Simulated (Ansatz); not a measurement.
A calculation with Ansatz 0.2.0 of ZrS2 (ASE script, structure from a CIF):

File run.py:

```python
import json

import ase.io
import numpy as np

import ansatz as az

atoms = ase.io.read("ZrS2.cif")
atoms.info.pop("occupancy", None)

calculation = (
    az.Crystal.from_ase(atoms)
    .calculation()
    .kpoints(8, 8, 5)
    .functional("rpbe", dispersion="d3bj")
    .pseudopotentials(kind="paw", source="jth")
    .scf(extra_bands=12)
    .occupations(method="gaussian", width=0.1)
    .optics(energy_range=(0.0, 14.0), broadening_width=0.1, nscf_kmesh=(11, 11, 7))
    .band_table(publish=True)
)
outcome = calculation.run(threads=2, events_out="events.jsonl")

report = outcome.report
for line in open("events.jsonl"):
    event = json.loads(line)
    if event["event"] == "scf_iter":
        d = event["data"]
        print(f"SCF {d['iter']:3d}  HF = {d['harris_foulkes_ev']:.6f} eV  dr2 = {d['dr2_ev']:.2e} eV")
    elif event["event"] in ("relax_step", "md_step"):
        d = event["data"]
        print(f"{event['event']} {d['step']:3d}  E = {d['lagrangian_ev']:.6f} eV")
np.set_printoptions(precision=5, suppress=True, linewidth=110)
print("converged:", report["converged"], "after", report["n_iterations"], "iterations")
print(f"free energy {report['free_energy_ev']:.6f} eV, Fermi level {report['fermi_energy_ev']:.4f} eV")
for key in ("band_edges_ev", "magnetization_mub", "site_moments_mub", "site_moments_nc_mub", "forces_ev_ang",
                "stress_gpa", "kpoints_frac", "eigenvalues_ev"):
    if report.get(key) is not None:
        print(key, np.array(report[key]), sep="\n")
```

File ZrS2.cif:

```cif
data_ZrS2
_cell_length_a 3.69138255
_cell_length_b 3.69138255
_cell_length_c 6.04107701
_cell_angle_alpha 90.00000000
_cell_angle_beta 90.00000000
_cell_angle_gamma 120.00000000
_space_group_name_H-M_alt 'P-3m1'
_space_group_name_Hall '-P 3 2"'
_space_group_IT_number 164
loop_
_space_group_symop_operation_xyz
'x,y,z'
'-x,-y,-z'
'-y,x-y,z'
'y,-x+y,-z'
'-x+y,-x,z'
'x-y,x,-z'
'y,x,-z'
'-y,-x,z'
'x-y,-y,-z'
'-x+y,y,z'
'-x,-x+y,-z'
'x,x-y,z'
loop_
_atom_site_label
_atom_site_type_symbol
_atom_site_symmetry_multiplicity
_atom_site_Wyckoff_symbol
_atom_site_fract_x
_atom_site_fract_y
_atom_site_fract_z
_atom_site_occupancy
Zr1 Zr 1 a 0.0000000000 0.0000000000 0.0000000000 1
S1 S 2 d 0.3333333333 0.6666666667 0.2379099700 1
```

Potentials or basis: JTH PAW.

Run with:

```bash
$ python run.py
```

The cell is a database's computed one.

Write the same calculation in another form: native input, structure typed inline.

As run:

input.yaml

```yaml
crystal:
  lattice:
    - [3.69138255, 0.0, 0.0]
    - [-1.845691275, 3.1968310634, 0.0]
    - [0.0, 0.0, 6.04107701]
  atoms:
    - { symbol: Zr, position: [0.0, 0.0, 0.0] }
    - { symbol: S, position: [0.3333333333, 0.6666666667, 0.23790997] }
    - { symbol: S, position: [0.6666666667, 0.3333333333, 0.76209003] }
hamiltonian:
  xc: rpbe
  pseudopotentials: { kind: paw, source: jth }
  dispersion: d3bj
kpoints:
  mp_grid: { grid: [8, 8, 5] }
scf:
  occupations: { method: gaussian, width: 0.1 }
  n_extra_bands: 12
output:
  eigenvalues: true
  optics: { e_range: [0, 14], sigma: 0.1, nscf_kmesh: { grid: [11, 11, 7] } }
```

Potentials or basis: JTH PAW.

Run with:

```console
$ ansatz run input.yaml --threads 2 --pin off --max-ram 5120MiB --backend cpu --events-out ev --progress --plain --runs-dir out
```

Both were run:

|  | ASE script, structure from a CIF | native input, structure typed inline |
| --- | --- | --- |
| Band gap on the k mesh | 1.11 eV, indirect (least direct gap 1.68 eV) | 1.11 eV, indirect (least direct gap 1.68 eV) |

Keys that steer only the numerical path or the files written may differ.

Caveat: odd divisions of the mesh miss points on the zone boundary, where band edges often lie, so the gap on the mesh can be too wide.
